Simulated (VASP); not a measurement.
Runs of VASP 6.6.1 on BN. Symmetry: P6_3/mmc, No. 194, hexagonal system. Conventional cell: a = 2.504 Å, b = 2.504 Å, c = 6.661 Å, α = 90.00°, β = 90.00°, γ = 120.00°. B (site symmetry -6m2) is surrounded by 3 N at 1.45 Å. N (site symmetry -6m2) is surrounded by 3 B at 1.45 Å. 

```csv
task,cell,k mesh,cutoff (eV),smearing,gap on the mesh (eV),pressure (GPa)
single point,"P6_3/mmc, 9.04 Å³/atom",9 × 9 × 4,520,gaussian 0.1 eV,4.30,(a)
single point,"P6_3/mmc, 9.53 Å³/atom",12 × 12 × 4,520,gaussian 0.02 eV,4.26,0.3
single point,"P6_3/mmc, 9.53 Å³/atom",12 × 12 × 4,520,gaussian 0.05 eV,4.26,0.3
relaxation of cell and atoms,relaxed,12 × 12 × 4,600,gaussian 0.02 eV,4.23,0.0
```

Alike in all rows: level PBEsol; potentials or basis VASP PAW PBE potentials, release 64 (B, N); no spin polarisation.

Problem. Estimate the missing entries.

Solution. (a) 0.7.

Caveats: the PAW data sets were made with another functional, which shifts forces and pressure a little; this functional lacks dispersion, which binds the layers, so the pressure and a relaxed spacing across them are unreliable; an odd mesh through Γ misses points on the zone boundary, where band edges often lie (some runs).
